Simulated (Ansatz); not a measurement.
# MoP: the cost of one run

Computed with Ansatz 0.2.0 (DFT PBEsol, scalar-relativistic, plane waves, PAW, unless a step's input says otherwise).

3 further runs of the same task are left out: 3 set aside as unsound or not needed.

## 1. The system as given

Symmetry: P-6m2, No. 187, hexagonal system. The conventional cell has a = 3.209 Å, b = 3.209 Å, c = 3.172 Å, α = 90.00°, β = 90.00°, γ = 120.00°. Mo (site symmetry -6m2) has 6 P at 2.44 Å as nearest neighbours. P (site symmetry -6m2) is surrounded by 6 Mo at 2.44 Å.

Coordinates:

```xyz
2
Lattice="3.2095 0.0000 0.0000 -1.6047 2.7795 0.0000 0.0000 0.0000 3.1715" Properties=species:S:1:pos:R:3 pbc="T T T"
Mo    0.0000    0.0000    0.0000
P     0.0000    1.8530    1.5858
```

It is the result of an earlier relaxation at this level (volume 14.15 Å³/atom; gap on the mesh: none (metal)).

## 2. The cell under 25 GPa

At a set pressure the run lowers the enthalpy E + PV, so the energy alone may rise along the way.

input.yaml

```yaml
crystal:
  lattice:
    - [3.2094579029, 0.0, 0.0]
    - [-1.6047289515, 2.7794720763, 0.0]
    - [0.0, 0.0, 3.1715487543]
  atoms:
    - { symbol: Mo, position: [0.0, 0.0, 0.0] }
    - { symbol: P, position: [0.3333333333, 0.6666666667, 0.5] }
basis:
  ecutwfc: 420
kpoints:
  mp_grid: { grid: [18, 18, 14] }
hamiltonian:
  xc: pbesol
scf:
  occupations: { method: fermi_dirac, width: 0.15 }
output:
  forces: true
  stress: true
  eigenvalues: true
relax:
  adjacent_minimum: "off"
  f_tol: 0.001
  max_steps: 60
  cell: { stress_tol: 0.02, p_target: 25.0 }
```

The run is started by

```sh
> ansatz run input.yaml --threads 1 --pin off --max-ram 3072MiB --backend cpu --events-out ev --progress --plain --runs-dir out
```

Q: Estimate wall time and peak memory on 1 thread of Arm Neoverse V2, shared host.

About 71 s, with a peak of 0.43 GiB.
